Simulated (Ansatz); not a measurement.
Ni (hcp)

Level of theory: DFT, PBE, scalar-relativistic, collinear spin; plane waves to 420 eV with PAW datasets (Ansatz 0.2.0), Γ-centred 20×20×10 mesh, 0.05 eV Gaussian smearing; PAW files: Ansatz's generated set soft_2.

```yaml
crystal:
  lattice:
    - [2.48351, 0.00000, 0.00000]
    - [-1.24176, 2.15078, 0.00000]
    - [0.00000, 0.00000, 4.08969]
  atoms:
    - { symbol: Ni, position: [0.33333, 0.66667, 0.75000] }
    - { symbol: Ni, position: [0.66667, 0.33333, 0.25000] }
```

At room temperature and ambient pressure Ni is fcc.

Magnetic state: ferromagnetic, site spin moments Ni 0.68 μB.

At this volume the pressure is -0.11 GPa; it isn't quite the equilibrium of this level of theory.

Path: Γ–M–K–Γ–A–L–H–A | L–M | H–K, with Γ = (0.000, 0.000, 0.000), M = (0.500, 0.000, 0.000), K = (0.333, 0.333, 0.000), A = (0.000, 0.000, 0.500), L = (0.500, 0.000, 0.500), H = (0.333, 0.333, 0.500) in reciprocal vectors of the calculation's cell.

Question: Is it a metal or an insulator, and if it has a gap, where are the band edges on this path?

Answer: A metal: bands cross the Fermi level.

Levels between -3 and 5 eV from the Fermi level at the path's named points:
| point | spin | below E_F (eV) | above E_F (eV) |
| --- | --- | --- | --- |
| Γ | up | -2.49 -2.37 -2.37 -2.11 -2.11 -1.68 -1.68 -0.75 -0.75 -0.50 |  |
| Γ | down | -1.77 -1.69 -1.69 -1.40 -1.40 -0.98 -0.98 -0.56 -0.01 -0.01 |  |
| M | up | -2.46 -2.42 -2.35 -2.09 -0.64 -0.58 -0.52 | 1.10 2.96 |
| M | down | -2.16 -1.76 -1.76 -1.40 | 0.15 0.18 0.28 1.59 3.34 |
| K | up | -2.61 -2.61 -1.84 -0.92 -0.92 -0.80 | 4.26 4.93 4.93 |
| K | down | -3.00 -2.02 -2.02 -1.16 -0.12 -0.12 -0.06 | 4.55 |
| A | up | -2.78 -2.78 -2.41 -2.41 -2.41 -2.41 -1.04 -1.04 -1.04 -1.04 |  |
| A | down | -2.16 -2.16 -1.73 -1.73 -1.73 -1.73 -0.30 -0.30 -0.30 -0.30 |  |
| L | up | -1.60 -1.60 -1.04 -1.04 -0.57 -0.57 | 1.35 1.35 |
| L | down | -2.89 -2.89 -0.90 -0.90 -0.42 -0.42 | 0.23 0.23 1.52 1.52 |
| H | up | -2.78 -2.78 -1.75 -1.75 -0.73 -0.73 |  |
| H | down | -2.98 -2.98 -2.97 -2.97 -2.27 -2.27 -1.05 -1.05 | 0.06 0.06 |

The run wasn't fully tested for a lower electronic state. Site moments are of spin, integrated over atomic spheres.
